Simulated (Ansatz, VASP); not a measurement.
## Two plane-wave programs on MgO

```xyz
2
Lattice="0.0000 2.1351 2.1351 2.2633 0.0000 2.1351 2.2633 2.1351 0.0000" Properties=species:S:1:pos:R:3 pbc="T T T"
Mg    0.0000    0.0000    0.0000
O     2.2633    2.1351    2.1351
```

Change from the starting cell: strain +0.0600 x Voigt [1, 0, 0, 0, 0, 0], atoms carried along.

Alike in both runs: task single point; functional PBE; k mesh 10 × 10 × 10; occupations gaussian, width 0.05 eV; no spin polarisation.

|  | VASP | Ansatz |
| --- | --- | --- |
| version | VASP 6.6.1 | Ansatz 0.2.0 |
| potentials or method | VASP PAW PBE potentials, release 64 (Mg, O) | scalar-relativistic, plane waves, PAW |
| plane-wave cutoff (eV) | 520 | 420 |
| valence electrons in the cell | 8 | 16 |

|  | VASP | Ansatz | Ansatz less VASP |
| --- | --- | --- | --- |
| gap on the k mesh at the Fermi level (eV) | 3.73 | 3.75 | +0.020 |
| least direct gap on the mesh (eV) | 3.73 | 3.75 | +0.020 |
| pressure (GPa) | -9.0 | -8.2 | +0.74 |
| largest component of the traceless stress (GPa) | 3.81 | 3.82 | +0.001 |

The two sets of potentials don't hold the same shells in valence.
